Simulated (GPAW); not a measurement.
# STM contrast on B/W(100), part 2 of 2

Aim: Tersoff-Hamann images of B/W(100) at several biases.

GPAW 26.7.0; GPAW, PAW setups; slab in vacuum, relaxation (the session's first sound run).

So far. Step 2 (Relaxing the atoms): The relaxation lowered the energy of the cell by 0.849 eV (energies extrapolated to zero smearing; the optimiser's log prints free energies). The largest force left on a free atom is 0.0051 eV/Å.

### 3. Plane waves, PBE (continued)

Tip height over the top atom over a1 and a2. Sample bias 1.5 V, constant current at the mean current 3.0 Å over the top atom.

Values in Å, 12 rows by 16 columns, each cell a mean:
```
2.66 2.73 2.86 2.98 3.07 3.15 3.20 3.23 3.24 3.22 3.20 3.14 3.07 2.97 2.85 2.71
2.63 2.70 2.83 2.95 3.05 3.12 3.18 3.21 3.22 3.20 3.17 3.12 3.04 2.94 2.82 2.69
2.56 2.64 2.77 2.90 3.00 3.07 3.13 3.16 3.17 3.16 3.12 3.07 2.99 2.89 2.76 2.63
2.50 2.58 2.72 2.85 2.95 3.03 3.08 3.11 3.13 3.11 3.07 3.02 2.94 2.84 2.71 2.57
2.43 2.51 2.66 2.79 2.90 2.98 3.03 3.06 3.07 3.06 3.03 2.97 2.89 2.78 2.64 2.50
2.40 2.49 2.63 2.76 2.87 2.95 3.01 3.04 3.05 3.04 3.00 2.94 2.86 2.75 2.61 2.47
2.42 2.50 2.65 2.78 2.89 2.97 3.02 3.05 3.06 3.05 3.02 2.96 2.88 2.77 2.63 2.49
2.47 2.55 2.69 2.82 2.93 3.01 3.06 3.09 3.10 3.09 3.05 3.00 2.92 2.81 2.68 2.54
2.55 2.63 2.76 2.89 2.99 3.06 3.12 3.15 3.16 3.15 3.11 3.06 2.98 2.88 2.75 2.62
2.60 2.68 2.81 2.93 3.03 3.11 3.16 3.19 3.20 3.19 3.16 3.10 3.02 2.92 2.80 2.67
2.65 2.72 2.85 2.97 3.07 3.14 3.20 3.22 3.23 3.22 3.19 3.14 3.06 2.96 2.84 2.71
2.66 2.74 2.87 2.99 3.08 3.16 3.21 3.23 3.24 3.23 3.20 3.15 3.07 2.98 2.86 2.72
```
Columns: a1 from 0 to 0.944; rows upwards: a2 from 0 to 0.944.

Local density of states summed over the bias window over a1 and a2. Sample bias 1.5 V, constant height 3.0 Å over the top atom.

Values in units of 1e-4 arbitrary, 12 rows by 16 columns, each cell a mean:
```
0.6 0.7 0.8 1.1 1.4 1.7 2.0 2.2 2.2 2.2 2.0 1.7 1.4 1.1 0.8 0.6
0.6 0.6 0.8 1.0 1.3 1.6 1.9 2.0 2.1 2.0 1.8 1.6 1.3 1.0 0.8 0.6
0.5 0.6 0.7 0.9 1.2 1.4 1.6 1.8 1.8 1.8 1.6 1.4 1.1 0.9 0.7 0.6
0.5 0.5 0.6 0.8 1.0 1.3 1.4 1.6 1.6 1.5 1.4 1.2 1.0 0.8 0.6 0.5
0.4 0.5 0.6 0.7 0.9 1.1 1.2 1.4 1.4 1.3 1.2 1.1 0.9 0.7 0.6 0.5
0.4 0.5 0.6 0.7 0.9 1.0 1.2 1.3 1.3 1.3 1.2 1.0 0.8 0.7 0.5 0.5
0.4 0.5 0.6 0.7 0.9 1.1 1.2 1.3 1.4 1.3 1.2 1.1 0.9 0.7 0.6 0.5
0.5 0.5 0.6 0.8 1.0 1.2 1.3 1.5 1.5 1.5 1.3 1.2 1.0 0.8 0.6 0.5
0.5 0.6 0.7 0.9 1.1 1.4 1.6 1.7 1.8 1.7 1.6 1.4 1.1 0.9 0.7 0.5
0.5 0.6 0.8 1.0 1.3 1.5 1.8 1.9 2.0 1.9 1.8 1.5 1.2 1.0 0.7 0.6
0.6 0.7 0.8 1.1 1.4 1.7 2.0 2.2 2.2 2.1 1.9 1.7 1.4 1.1 0.8 0.6
0.6 0.7 0.9 1.1 1.4 1.8 2.0 2.2 2.3 2.2 2.0 1.7 1.4 1.1 0.8 0.7
```
Columns: a1 from 0 to 0.944; rows upwards: a2 from 0 to 0.944.

Force by atom:

```csv
atom,x (eV/Å),y (eV/Å),z (eV/Å),size
W1,0.00,0.00,1.30,1.30
W2,0.00,0.00,-1.35,1.35
W3,0.00,0.00,0.05,0.05
W4,0.00,0.00,0.00,0.00
W5,0.00,0.00,0.00,0.00
B6,0.00,0.00,0.01,0.01
```

The potential is flat to 4.0e-5 eV/Å where it is read, so the vacuum is wide enough.

### 4. A changed run

One more run, with changed settings.

run.py

```python
import json
import numpy as np
from ase import Atoms
from gpaw import GPAW, PW

slab = Atoms(
    ['W', 'W', 'W', 'W', 'W', 'B'],
    positions=[
        [0.00000, 0.00000, 9.00000],
        [1.58000, 1.58000, 10.58000],
        [0.00000, 0.00000, 12.16000],
        [1.58000, 1.58000, 13.77674],
        [0.00000, -0.00000, 15.36997],
        [1.58000, 0.00000, 16.76973]],
    cell=[[3.16, 0.0, 0.0], [0.0, 3.16, 0.0], [0.0, 0.0, 26.20552]],
    pbc=[True, True, False])

slab.calc = GPAW(mode=PW(500), xc='PBE', kpts={'size': (10, 10, 1), 'gamma': True},
                 occupations={'name': 'fermi-dirac', 'width': 0.1}, nbands='200%',
                 convergence={'density': 1e-05}, maxiter=75,
                 poissonsolver={'dipolelayer': 'xy'},
                 symmetry={'tolerance': 1e-3}, txt='slab.txt')
result = {}
energy = slab.get_potential_energy()
fermi = slab.calc.get_fermi_level()
v = slab.calc.get_electrostatic_potential().mean((0, 1)) - fermi
n = slab.calc.get_pseudo_density().mean((0, 1))
L = slab.cell[2, 2]
z = np.arange(len(v)) * L / len(v)
low, high = slab.positions[:, 2].min(), slab.positions[:, 2].max()
below, above = np.interp([low - 1.0, high + 1.0], z, v)
slopes = [np.interp(x, z, np.gradient(v, z)) for x in (low - 1.0, high + 1.0)]
eps = np.array([[slab.calc.get_eigenvalues(k, s) for k in range(len(slab.calc.get_ibz_k_points()))]
                for s in range(slab.calc.get_number_of_spins())]) - fermi
top, bottom = eps[eps < 0].max(), eps[eps > 0].min()
dipole = slab.get_dipole_moment()[2]
print(f'energy {energy:.4f} eV, Fermi level {fermi:.4f} eV, dipole {dipole:.5f} e A')
print(f'potential 1.0 A off the faces, from the Fermi level: lower {below:.4f} eV, upper {above:.4f} eV')
print(f'slope of the potential there: lower {slopes[0]:.5f}, upper {slopes[1]:.5f} eV/A')
print(f'nearest levels on the mesh: {top:.4f} and {bottom:.4f} eV')
print('magnetic moment', round(slab.get_magnetic_moment(), 3))
result.update(energy=energy, fermi=fermi, dipole=dipole, below=below, above=above, slopes=slopes, edges=[top, bottom],
              z=z.tolist(), v=v.tolist(), n=n.tolist(), positions=slab.positions.tolist(),
              forces=slab.get_forces(apply_constraint=False).tolist(), moments=slab.get_magnetic_moments().tolist())
json.dump(result, open('result.json', 'w'))
```

Run with:

```sh
OMP_NUM_THREADS=1 OPENBLAS_NUM_THREADS=1 python run.py
```

The job ended after 7.4 min (1 thread of Intel Xeon Platinum 8488C (Sapphire Rapids), shared host; peak memory 0.55 GiB).

The run finished. A setting was moved off its sound value on purpose, so it serves as a test and not as the result.

The fault put into the input: the potential probed 1 A off the face (probe = 1.0).

### 5. Outcome

```
work function, upper and lower face : 5.105 and 4.260 eV
dipole along the normal             : -0.0464 e Å
corrugation at -2 V                 : 0.254 Å
corrugation at -1 V                 : 0.310 Å
corrugation at 1.5 V                : 0.851 Å
```

In words: The corrugation at constant current is largest at 1.5 V, where the tip height varies by 0.85 Å over the cell. Negative sample bias images filled states, positive bias empty ones. The two faces differ by 0.84 eV, the step that the slab's dipole makes (e p/(ε0 A) gives 0.84 eV), so the dipole layer is needed. The images are of Tersoff-Hamann type: an s-wave tip, no tip-sample forces, heights closer than in a microscope. The cell of 9.99 Å² holds one B, started on one chosen site; other sites and coverages weren't tried. The in-plane lattice was kept as typed, which isn't the functional's own and leaves some strain; spin-orbit coupling and temperature are left out.

[Logs are printed without paths, hosts, clocks, repeated set-up lines and the standing remarks that a program may print on its own settings, such as how far it seeks lower states.]

[Hosts, paths, dates, database ids (printed as entryN), source tags and the programs' standing remarks are cut or masked in the printed files.]
